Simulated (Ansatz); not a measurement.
Crystal: SnO2.

```
Sn O
1.0
     5.17526    0.00000    0.00000
     0.00000    5.17526    0.00000
     0.00000    0.00000    5.17526
Sn O
4 8
Direct
  0.00000 0.00000 0.00000
  0.50000 0.00000 0.50000
  0.50000 0.50000 0.00000
  0.00000 0.50000 0.50000
  0.66110 0.83890 0.16110
  0.83890 0.16110 0.66110
  0.16110 0.66110 0.83890
  0.33890 0.33890 0.33890
  0.66110 0.66110 0.66110
  0.83890 0.33890 0.16110
  0.16110 0.83890 0.33890
  0.33890 0.16110 0.83890
```

Measurements of this composition are mostly on another form, of space group No. 136.

```yaml
Program: Ansatz 0.2.0
Task: relaxation of cell and atoms
Functional: RPBE
Dispersion: D4
Potentials_or_basis: Ansatz PAW
Cutoff: "420 eV (not typed: the program's choice for these potentials)"
k_mesh: 5 × 5 × 5
Occupations: fermi-dirac, width 0.05 eV
Spin: no spin polarisation
```

At the start: volume 11.55 Å³/atom.

**Question.** Where does the relaxation end?

**Answer.** It ends after 6 steps and the volume is 11.27 Å³/atom (-2.4 %); space group Pa-3 (No. 205, to 0.05 Å).

Step by step:
| step | energy change (eV) | largest force (eV/Å) | volume (Å³) |
| --- | --- | --- | --- |
| 1 | 0.0000 | 0.0431 | 138.61 |
| 2 | -0.0660 | 0.0068 | 135.32 |
| 3 | -0.0658 | 0.0002 | 135.37 |
| 4 | -0.0504 | 0.0003 | 135.37 |
| 5 | -0.0510 | 0.0001 | 135.27 |
| 6 | -0.0509 | 0.0001 | 135.27 |

Final structure:
```cif
data_structure
_symmetry_space_group_name_H-M 'P 1'
_symmetry_Int_Tables_number 1
_cell_length_a 5.1333
_cell_length_b 5.1333
_cell_length_c 5.1333
_cell_angle_alpha 90.000
_cell_angle_beta 90.000
_cell_angle_gamma 90.000
_cell_volume 135.27
loop_
_atom_site_label
_atom_site_type_symbol
_atom_site_fract_x
_atom_site_fract_y
_atom_site_fract_z
_atom_site_occupancy
Sn1 Sn 0.00000 0.00000 0.00000 1
Sn2 Sn 0.50000 0.00000 0.50000 1
Sn3 Sn 0.50000 0.50000 0.00000 1
Sn4 Sn 0.00000 0.50000 0.50000 1
O1 O 0.65881 0.84119 0.15881 1
O2 O 0.84119 0.15881 0.65881 1
O3 O 0.15881 0.65881 0.84119 1
O4 O 0.34119 0.34119 0.34119 1
O5 O 0.65881 0.65881 0.65881 1
O6 O 0.84119 0.34119 0.15881 1
O7 O 0.15881 0.84119 0.34119 1
O8 O 0.34119 0.15881 0.84119 1
```

Caveat: the plane-wave basis is chosen anew once the cell has moved, so the energies of steps on either side of that aren't comparable; the pressure holds a Pulay correction of +0.8 GPa for the finite cutoff; the PAW data sets come from PBE, with cores solved anew for the run's functional, which leaves a small shift of forces and pressure.
